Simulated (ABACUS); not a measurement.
# Pb (Fm-3m) in ABACUS: reference runs, part 2 of 2

ABACUS 3.10.1.

### 3 Single point, PBE (cell strained at random at fixed volume)

Input file INPUT:

```
INPUT_PARAMETERS
suffix              Pb
calculation         scf
basis_type          pw
pseudo_dir          ./
symmetry            1
dft_functional      pbe
ecutwfc             63
pseudo_rcut         10
nspin               1
nbands              11
ks_solver           dav
smearing_method     fd
smearing_sigma      0.00367493
scf_thr             1e-08
scf_nmax            100
mixing_type         broyden
mixing_beta         0.7
cal_force           1
cal_stress          1
kpar                4
```

Input file STRU:

```
ATOMIC_SPECIES
Pb 207.2000 Pb.upf

LATTICE_CONSTANT
1.8897261246

LATTICE_VECTORS
-0.0069630000 2.4696840000 2.4484290000
2.4475870000 -0.0269830000 2.4684490000
2.4538240000 2.4959410000 -0.0332200000

ATOMIC_POSITIONS
Direct

Pb
0.0
1
-0.0123650000 0.0070870000 0.0165600000 1 1 1
```

Input file KPT:

```
K_POINTS
0
Gamma
9 9 9 0 0 0
```

Potentials or basis: PseudoDojo NC SR 0.4.1 PBE standard, plane waves.

On the command line:

```bash
$ OMP_NUM_THREADS=1 mpirun -np 4 abacus > log
```

running log:

```text
ABACUS v3.10.1

               Atomic-orbital Based Ab-initio Computation at UStc

 ------------------------------------------------------------------------------------

 READING GENERAL INFORMATION
                           global_out_dir = OUT.Pb/
                           global_in_card = INPUT
                               pseudo_dir = ./
                              orbital_dir =
                                    DSIZE = 4
                                    GSIZE = 1

 READING UNITCELL INFORMATION
                                    ntype = 1
                  lattice constant (Bohr) = 1.88973
              lattice constant (Angstrom) = 1

 READING ATOM TYPE 1
                               atom label = Pb
                      L=0, number of zeta = 1
                      L=1, number of zeta = 1
                      L=2, number of zeta = 1
             number of atom for this type = 1

                        TOTAL ATOM NUMBER = 1
DIRECT COORDINATES
    atom                   x                   y                   z     mag                  vx                  vy                  vz
taud_Pb1            0.9876350000        0.0070870000        0.0165600000  0.0000        0.0000000000        0.0000000000        0.0000000000

                          Volume (Bohr^3) = 204.627
                             Volume (A^3) = 30.3225

 Lattice vectors: (Cartesian coordinate: in unit of a_0)
            -0.006963            +2.46968            +2.44843
             +2.44759           -0.026983            +2.46845
             +2.45382            +2.49594            -0.03322
 Reciprocal vectors: (Cartesian coordinate: in unit of 2 pi/a_0)
            -0.203156           +0.202438           +0.203652
            +0.204243           -0.198129            +0.20043
            +0.203227             +0.1982           -0.199343
 The esolver type has been set to : ksdft_pw

                PAO radial cut off (Bohr) = 10

 Read in pseudopotential file is Pb.upf
                     pseudopotential type = NC
          exchange-correlation functional = PBE
[... 201 lines left out ...]
 hsover_error=0.14 > DRHO=0.00241997
 Origin diag ethr = 0.01
 New diag ethr = 1.72855e-05

 Density error is 0.00241085993707
                          Error Threshold = 1.72854774342e-05
----------------------------------------------------------
     Energy           Rydberg                 eV
----------------------------------------------------------
 E_KohnSham     -140.7656000010      -1915.2142424022
 E_Harris       -141.1331322729      -1920.2147754990
 E_Fermi        0.8332193376         11.3365306754
----------------------------------------------------------
[... 39 lines left out ...]
 Density error is 9.82679395565e-09
                          Error Threshold = 5.91938000458e-10
----------------------------------------------------------
     Energy           Rydberg                 eV
----------------------------------------------------------
 E_KohnSham     -140.7660730379      -1915.2206783996
 E_KS(sigma->0) -140.7659543030      -1915.2190629286
 E_Harris       -140.7666404210      -1915.2283980430
 E_band         -2.2528309873        -30.6513380584
 E_one_elec     -29.9070473498       -406.9062543137
 E_Hartree      25.1934685716        342.7747249581
 E_xc           -39.9901420284       -544.0937954158
 E_Ewald        -96.0621147615       -1306.9921226863
 E_entropy(-TS) -0.0002374698        -0.0032309419
 E_descf        0.0000000000         0.0000000000
 E_exx          0.0000000000         0.0000000000
 E_Fermi        0.8288528958         11.2771221873
----------------------------------------------------------

 charge density convergence is achieved
 final etot is -1915.2206784 eV
 EFERMI = 11.277122187 eV

 STATE ENERGY(eV) AND OCCUPATIONS    NSPIN == 1
 1/92 kpoint (Cartesian) = 0.0000 0.0000 0.0000 (1739 pws)
       1       -5.69664     0.00274348
       2       -5.67312     0.00274348
       3       -5.66780     0.00274348
       4       -5.54595     0.00274348
       5       -5.53122     0.00274348
       6      -0.345358     0.00274348
       7        18.6042    6.25441e-67
       8        18.8060    1.10378e-68
       9        19.0898    3.78838e-71
      10        21.5284        0.00000
      11        22.6601        0.00000
[... 53 lines left out ...]
 6/92 kpoint (Cartesian) = 0.022694 -0.022014 0.022270 (1744 pws)
       1       -5.68951     0.00548697
       2       -5.66265     0.00548697
       3       -5.65551     0.00548697
       4       -5.54436     0.00548697
       5       -5.53140     0.00548697
       6      -0.110723     0.00548697
       7        16.3375    6.09857e-47
       8        18.4524    2.60573e-65
       9        18.7651    5.00766e-68
      10        21.0765    4.19586e-88
      11        23.6545        0.00000

[... levels at 86 further k points ...]

------------------------------------------------------------------------------------------
 TOTAL-FORCE (eV/Angstrom)
------------------------------------------------------------------------------------------
                       Pb1         0.0000000000         0.0000000000         0.0000000000
------------------------------------------------------------------------------------------

----------------------------------------------------------------
 TOTAL-STRESS (KBAR)
----------------------------------------------------------------
        24.3998175254        -0.0863834365         1.7843518953
        -0.0863834365        20.5498659820         7.6488077821
         1.7843518953         7.6488077821        22.2982261161
----------------------------------------------------------------
 TOTAL-PRESSURE: 22.415970 KBAR

 --------------------------------------------
 !FINAL_ETOT_IS -1915.2206783995634396 eV
 --------------------------------------------
```

Wall time 18 s (4 MPI ranks of Intel Xeon Platinum 8488C (Sapphire Rapids), shared host); peak memory 0.36 GiB.

What came out:

```
Free energy            : -1915.2207 eV
Pressure               : 2.2 GPa
Band gap on the k mesh : none (metal or under the smearing width)
```
